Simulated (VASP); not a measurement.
# SiC (F-43m) in VASP: dielectric tensor with PBE+D3(BJ)

Aim: the dielectric tensor of SiC with PBE+D3(BJ).

All numbers are computed with VASP 6.6.1; they aren't measurements. Logs are shortened: lines on timing, memory, paths and dates and some standing lists are left out, and cuts for length are marked.

**What was measured.**

From “Insight into the structural, elastic and electronic properties of a new orthorhombic 6O-SiC polytype”, 2020, pmc:7200658, for a bulk crystal of SiC: band gap 2.4 eV (indirect).

“Infrared properties of SiC particles”, 1999, arxiv:astro-ph/9903031 quotes, for a bulk crystal of SiC: high-frequency dielectric constant 6.49.

How close the calculation comes is told below.

### Step 1. Starting point

Symmetry: F-43m, No. 216, cubic system. Conventional cell: a = 4.348 Å, b = 4.348 Å, c = 4.348 Å, α = 90.00°, β = 90.00°, γ = 90.00°. Si (site symmetry -43m) has 4 C at 1.88 Å as nearest neighbours. Around C (site symmetry -43m) lie 4 Si at 1.88 Å.

### Step 2. Dielectric tensor, PBE+D3(BJ)

Input file INCAR:

```
  PREC = Accurate
  ENCUT = 520
  EDIFF = 1E-7
  ISMEAR = 0
  SIGMA = 0.02
  LREAL = False
  LASPH = True
  NELM = 100
  ALGO = Fast
  ISIF = 2
  LWAVE = False
  LCHARG = False
  GGA = PE
  IVDW = 12
  LEPSILON = True
```

Input file KPOINTS:

```
regular mesh
0
Gamma
  12 12 12
```

Input file POSCAR:

```
SiC                                     
1.0
    0.0000000000      2.1741170022      2.1741170022
    2.1741170022      0.0000000000      2.1741170022
    2.1741170022      2.1741170022      0.0000000000
  Si              C             
     1     1
Direct
     0.0000000000000000    0.0000000000000000    0.0000000000000000
     0.2500000000000000    0.2500000000000000    0.2500000000000000
```

Potentials or basis: VASP PAW PBE potentials, release 64 (Si, C).

The run is started by

```console
$ cat potpaw_PBE.64/Si/POTCAR potpaw_PBE.64/C/POTCAR > POTCAR
$ mpirun -np 1 vasp_std > vasp.out
```

OUTCAR:

```text
PREC = Accurate
   ENCUT = 520
   EDIFF = 1E-7
   ISMEAR = 0
   LREAL = False
   LASPH = True
   NELM = 100
   ISIF = 2
   GGA = PE
   IVDW = 12
   LEPSILON = True
 IVDW          = 12

 ion  position               nearest neighbor table
   1  0.000  0.000  0.000-   2 1.88   2 1.88   2 1.88   2 1.88
   2  0.250  0.250  0.250-   1 1.88   1 1.88   1 1.88   1 1.88

  LATTYP: Found a face centered cubic cell.
 ALAT       =     4.3482340044

  Lattice vectors:

 A1 = (   0.0000000000,   2.1741170022,   2.1741170022)
 A2 = (   2.1741170022,   0.0000000000,   2.1741170022)
 A3 = (   2.1741170022,   2.1741170022,   0.0000000000)

Analysis of symmetry for initial positions (statically):
=====================================================================
 Subroutine PRICEL returns:
 Original cell was already a primitive cell.

 Routine SETGRP: Setting up the symmetry group for a
 face centered cubic supercell.

 Subroutine GETGRP returns: Found 24 space group operations
 (whereof 24 operations were pure point group operations)
 out of a pool of 48 trial point group operations.

The static configuration has the point symmetry T_d .

Analysis of symmetry for dynamics (positions and initial velocities):
=====================================================================
 Subroutine PRICEL returns:
 Original cell was already a primitive cell.

 Routine SETGRP: Setting up the symmetry group for a
 face centered cubic supercell.

 Subroutine GETGRP returns: Found 24 space group operations
 (whereof 24 operations were pure point group operations)
 out of a pool of 48 trial point group operations.

The dynamic configuration has the point symmetry T_d .

 Subroutine INISYM returns: Found 24 space group operations
 (whereof 24 operations are pure point group operations),
 and found     1 'primitive' translations

----------------------------------------------------------------------------------------

                                     Primitive cell

  volume of cell :      20.5532

  direct lattice vectors                    reciprocal lattice vectors
     0.000000000  2.174117002  2.174117002    -0.229978423  0.229978423  0.229978423
     2.174117002  0.000000000  2.174117002     0.229978423 -0.229978423  0.229978423
     2.174117002  2.174117002  0.000000000     0.229978423  0.229978423 -0.229978423

  length of vectors
     3.074665751  3.074665751  3.074665751     0.398334314  0.398334314  0.398334314

  position of ions in fractional coordinates (direct lattice)
     0.000000000  0.000000000  0.000000000
     0.250000000  0.250000000  0.250000000

  ion indices of the primitive-cell ions
   primitive index   ion index
                 1           1
                 2           2

----------------------------------------------------------------------------------------

 KPOINTS: regular mesh

Automatic generation of k-mesh.
 Grid dimensions read from file:
 generate k-points for:   12   12   12

 Generating k-lattice:

  Cartesian coordinates                     Fractional coordinates (reciprocal lattice)
    -0.019164869  0.019164869  0.019164869     0.083333333  0.000000000  0.000000000
     0.019164869 -0.019164869  0.019164869     0.000000000  0.083333333  0.000000000
     0.019164869  0.019164869 -0.019164869     0.000000000  0.000000000  0.083333333

  Length of vectors
     0.033194526  0.033194526  0.033194526

  Shift w.r.t. Gamma in fractional coordinates (k-lattice)
     0.000000000  0.000000000  0.000000000

 Subroutine IBZKPT returns following result:
 ===========================================

 Found     72 irreducible k-points:

 Following reciprocal coordinates:
            Coordinates               Weight
  0.000000  0.000000  0.000000      1.000000
  0.083333  0.000000  0.000000      8.000000
  0.166667  0.000000  0.000000      8.000000
  0.250000  0.000000  0.000000      8.000000
  0.333333  0.000000  0.000000      8.000000
  0.416667  0.000000  0.000000      8.000000
[... 16 lines left out ...]
  0.500000  0.166667  0.000000     24.000000
 -0.416667  0.166667  0.000000     24.000000
 [... further k-points ...]
   k-points           NKPTS =     72   k-points in BZ     NKDIM =     72   number of bands    NBANDS=      8
   number of dos      NEDOS =    301   number of ions     NIONS =      2
   total plane-waves  NPLWV =  13824
   dimension x,y,z NGX =    24 NGY =   24 NGZ =   24
   dimension x,y,z NGXF=    48 NGYF=   48 NGZF=   48
   ions per type =               1   1
   NGX,Y,Z   is equivalent  to a cutoff of  12.98, 12.98, 12.98 a.u.
   NGXF,Y,Z  is equivalent  to a cutoff of  25.95, 25.95, 25.95 a.u.
 SYSTEM =  unknown system
   PREC   = accura    normal or accurate (medium, high low for compatibility)
   ISTART =      0    job   : 0-new  1-cont  2-samecut
   ICHARG =      2    charge: 1-file 2-atom 10-const
   ISPIN  =      1    spin polarized calculation?
   LNONCOLLINEAR =      F non collinear calculations
   LSORBIT =      F    spin-orbit coupling
   LASPH  =      T    aspherical Exc in radial PAW
   ENCUT  =  520.0 eV  38.22 Ry    6.18 a.u.   5.72  5.72  5.72*2*pi/ulx,y,z
   NELM   =    100;   NELMIN=  2; NELMDL= -5     # of ELM steps
   EDIFF  = 0.1E-06   stopping-criterion for ELM
   LREAL  =      F    real-space projection
   EDIFFG = 0.1E-05   stopping-criterion for IOM
   NSW    =      0    number of steps for IOM
   IBRION =     -1    ionic relax: 0-MD 1-quasi-New 2-CG
   NFREE  =      0    steps in history (QN), initial steepest desc. (CG)
   ISIF   =      2    stress and relaxation
   ISYM   =      2    0-nonsym 1-usesym 2-fastsym
   POTIM  = 0.5000    time-step for ionic-motion
   TEBEG  =    0.0;   TEEND  =   0.0 temperature during run
   PSTRESS=    0.0 pullay stress
   NELECT =       8.0000    total number of electrons
   NUPDOWN=      -1.0000    fix difference up-down
   EMIN   =  10.00;   EMAX   =-10.00  energy-range for DOS
   EFERMI =   0.00;   METHOD = LEGACY
   ISMEAR =     0;   SIGMA  =   0.02  broadening in eV -4-tet -1-fermi 0-gaus
   EFERMI_NEDOS =   21; number of points for ismear=-14 and -15
   IALGO  =     68    algorithm
   IMIX   =      4    mixing-type and parameters
     AMIX     =   0.40;   BMIX     =  1.00
     AMIX_MAG =   1.60;   BMIX_MAG =  1.00
  volume/ion in A,a.u.               =      10.28        69.35
  Fermi-wavevector in a.u.,A,eV,Ry     =   1.195305  2.258798 19.439365  1.428753
  Thomas-Fermi vector in A             =   2.331273
   LORBIT       =      0    0 simple, 1 ext, 2 COOP (PROOUT), +10 PAW based schemes
   GGA     = PE    functional components
   LHFCALC =     F    Hartree Fock is set to
   AEXX    =    0.0000 exact exchange contribution
   IVDW    =    12    specifies the selected vdW correction
   LEPSILON=     T    determine dielectric tensor
   LRPA    =     F    only Hartree local field effects (RPA)
 non-spin polarized calculation
 RMM-DIIS sequential band-by-band and
 Gauss-broadening in eV      SIGMA  =   0.02
  energy-cutoff  :      520.00
  volume of cell :       20.55
 maximum number of plane-waves:       568
   NGX = 11   NGY = 11   NGZ = 11

--------------------------------------- Ionic step        1  -------------------------------------------

 number of electron       8.0000001 magnetization

 E-fermi :   8.3435     XC(G=0): -11.3856

 val. band max:        8.1825237671   @ k =   0.0000   0.0000   0.0000
 cond. band min:       9.5332908404   @ k =   0.5000   0.5000   0.0000
 fundamental gap:      1.3507670733
 Fermi energy:         8.3435313417

 k-point     1 :       0.0000    0.0000    0.0000
  band No.  band energies     occupation
      1      -7.2736      2.00000
      2       8.1825      2.00000
      3       8.1825      2.00000
      4       8.1825      2.00000
      5      14.4955      0.00000
      6      15.5369      0.00000
      7      15.5369      0.00000
      8      15.5369      0.00000
[... 243 lines left out ...]
 k-point    24 :      -0.4167    0.1667    0.0000
  band No.  band energies     occupation
      1      -3.3585      2.00000
      2       0.1425      2.00000
      3       5.0887      2.00000
      4       6.6675      2.00000
      5      13.3503      0.00000
      6      15.9682      0.00000
      7      16.7605      0.00000
      8      19.4246      0.00000

 [... further k-points ...]

  FORCE on cell =-STRESS in cart. coord.  units (eV):
  Direction    XX          YY          ZZ          XY          YZ          ZX
  --------------------------------------------------------------------------------------
  -------------------------------------------------------------------------------------
  Total       0.00174     0.00174     0.00174    -0.00000    -0.00000    -0.00000
  in kB       0.13566     0.13566     0.13566    -0.00000    -0.00000    -0.00000
  external pressure =        0.14 kB  Pullay stress =        0.00 kB

 VOLUME and BASIS-vectors are now :
 -----------------------------------------------------------------------------
  energy-cutoff  :      520.00
  volume of cell :       20.55
      direct lattice vectors                 reciprocal lattice vectors
     0.000000000  2.174117002  2.174117002    -0.229978423  0.229978423  0.229978423
     2.174117002  0.000000000  2.174117002     0.229978423 -0.229978423  0.229978423
     2.174117002  2.174117002  0.000000000     0.229978423  0.229978423 -0.229978423

 POSITION                                       TOTAL-FORCE (eV/Angst)
 -----------------------------------------------------------------------------------
      0.00000      0.00000      0.00000         0.000000      0.000000     -0.000000
      1.08706      1.08706      1.08706        -0.000000     -0.000000      0.000000
 -----------------------------------------------------------------------------------
    total drift:                                0.000000      0.000000      0.000000

  FREE ENERGIE OF THE ION-ELECTRON SYSTEM (eV)
  ---------------------------------------------------
  free  energy   TOTEN  =       -15.6606574472 eV

  energy  without entropy=      -15.6606574472  energy(sigma->0) =      -15.66065745

 HEAD OF MICROSCOPIC STATIC DIELECTRIC TENSOR (INDEPENDENT PARTICLE, excluding Hartree and local field effects)
 ------------------------------------------------------
           7.188332     0.000000     0.000000
          -0.000000     7.188332     0.000000
          -0.000000     0.000000     7.188332
 ------------------------------------------------------

 Free energy of the ion-electron system (eV)
  ---------------------------------------------------
  ---------------------------------------------------
  free energy    TOTEN  =        -0.36438616 eV

  energy without entropy =       -0.36438616

------------------------ aborting loop because EDIFF is reached ----------------------------------------

 Edisp (eV)   -0.60630

 E8    (eV) :    -0.2278

--------------------------------------- Ionic step        2  -------------------------------------------

------------------------ aborting loop because EDIFF is reached ----------------------------------------

 Edisp (eV)   -0.60630

 E8    (eV) :    -0.2278

--------------------------------------- Ionic step        3  -------------------------------------------

 Free energy of the ion-electron system (eV)
  ---------------------------------------------------
  ---------------------------------------------------
  free energy    TOTEN  =        -0.36438608 eV

  energy without entropy =       -0.36438608

------------------------ aborting loop because EDIFF is reached ----------------------------------------

 Edisp (eV)   -0.60630

 E8    (eV) :    -0.2278

 PIEZOELECTRIC TENSOR FIELD DIRECTION 3  (e Angst)
 -----------------------------------------------------------------------------
    -0.00069 -1.27308  0.00000           ( -0.00000 -0.05341  0.00000)
    -1.27308 -0.00069  0.00000           ( -0.05341 -0.00000  0.00000)
     0.00000  0.00000  0.00085           (  0.00000  0.00000 -0.00000)

 PIEZOELECTRIC TENSOR FIELD DIRECTION 3  (C/m^2)
 -----------------------------------------------------------------------------
    -0.00054 -0.99240  0.00000
    -0.99240 -0.00054  0.00000
     0.00000  0.00000  0.00066

 MACROSCOPIC STATIC DIELECTRIC TENSOR (including local field effects in DFT)
 ------------------------------------------------------
           6.954106    -0.000000     0.000000
          -0.000000     6.954106     0.000000
          -0.000000    -0.000000     6.954106
 ------------------------------------------------------

 PIEZOELECTRIC TENSOR (including local field effects)  for field in x, y, z        (e  Angst)
          XX          YY          ZZ          XY          YZ          ZX
  --------------------------------------------------------------------------------
  x     0.00000     0.00000    -0.00000     0.00000    -1.27108     0.00000
  y    -0.00000     0.00000     0.00000     0.00000     0.00000    -1.27108
  z     0.00000    -0.00000     0.00000    -1.27108     0.00000     0.00000

 PIEZOELECTRIC TENSOR (including local field effects)  for field in x, y, z        (C/m^2)
          XX          YY          ZZ          XY          YZ          ZX
  --------------------------------------------------------------------------------
  x     0.00000     0.00000    -0.00000     0.00000    -0.99084     0.00000
  y    -0.00000     0.00000     0.00000     0.00000     0.00000    -0.99084
  z     0.00000    -0.00000     0.00000    -0.99084     0.00000     0.00000

 BORN EFFECTIVE CHARGES (including local field effects) (in |e|, cummulative output)
 ---------------------------------------------------------------------------------
 ion    1
    1     2.69929     0.00000     0.00000
    2     0.00000     2.69929     0.00000
    3     0.00000     0.00000     2.69929
 ion    2
    1    -2.69929     0.00000     0.00000
    2     0.00000    -2.69929     0.00000
    3     0.00000     0.00000    -2.69929
```

It took 52 s on 1 thread of Intel Xeon 6975P-C (Granite Rapids), shared host; peak memory 0.25 GiB.

Results:

| Item | Value |
| --- | --- |
| Band gap on the k mesh | 1.35 eV, indirect (least direct gap 4.55 eV) |
| Electronic dielectric tensor (diagonal) | 6.95 |
| Born charges (mean of the diagonal) | Si +2.70; C -2.70 e |
| Dispersion energy per atom | -0.303 eV |

Electronic dielectric tensor:
```
6.95 0.00 0.00
0.00 6.95 0.00
0.00 0.00 6.95
```

Born effective charge tensors (e):
atom 1, Si
```
2.70 0.00 0.00
0.00 2.70 0.00
0.00 0.00 2.70
```
atom 2, C
```
-2.70  0.00  0.00
 0.00 -2.70  0.00
 0.00  0.00 -2.70
```

### Step 3. Comparison with measurements

Step 2. Measured gap of SiC: 2.4 eV (indirect; quoted in “Insight into the structural, elastic and electronic properties of a new orthorhombic 6O-SiC polytype”, 2020, pmc:7200658). This calculation gives 1.35 eV (-1.05 eV). The value is that of PBE+D3(BJ) on a finite k mesh, which can miss the band edges, without temperature or zero-point motion. Semilocal functionals fall short of measured gaps as a rule. A measured high-frequency dielectric constant of SiC is 6.49 (quoted in “Infrared properties of SiC particles”, 1999, arxiv:astro-ph/9903031); the calculated 6.95 misses it by +7.2 %.
